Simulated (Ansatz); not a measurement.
In LiH (rock salt type) the Li atom of the primitive cell, with all its periodic images, is moved by 0.02 Å along x.

```xyz
2
Lattice="0.0000 2.0100 2.0100 2.0100 0.0000 2.0100 2.0100 2.0100 0.0000" Properties=species:S:1:pos:R:3 pbc="T T T"
Li    0.0200    0.0000    0.0000
H     2.0100    2.0100    2.0100
```

Method: PBE, plane waves, PAW datasets (generated soft set 1) (Ansatz).

Cutoff 420 eV; k-mesh 8×8×8 Γ-centred; Fermi–Dirac smearing of 0.1 eV; no spin polarisation.

Question: What force results, and what does it mean for the zone-centre vibration?

Answer: The force on it along the displacement is -0.0214 eV/Å, a force constant of 1.07 eV/Å². With the reduced mass of 0.88 u the zone-centre optical mode lies at 575 cm⁻¹ (17.24 THz) in this finite-step estimate.

| atom | Fx (eV/Å) | Fy (eV/Å) | Fz (eV/Å) |
| --- | --- | --- | --- |
| Li1 | -0.0214 | 0.0000 | 0.0000 |
| H2 | 0.0214 | 0.0000 | 0.0000 |

The k-mesh is modest, so these values aren't fully converged in k.
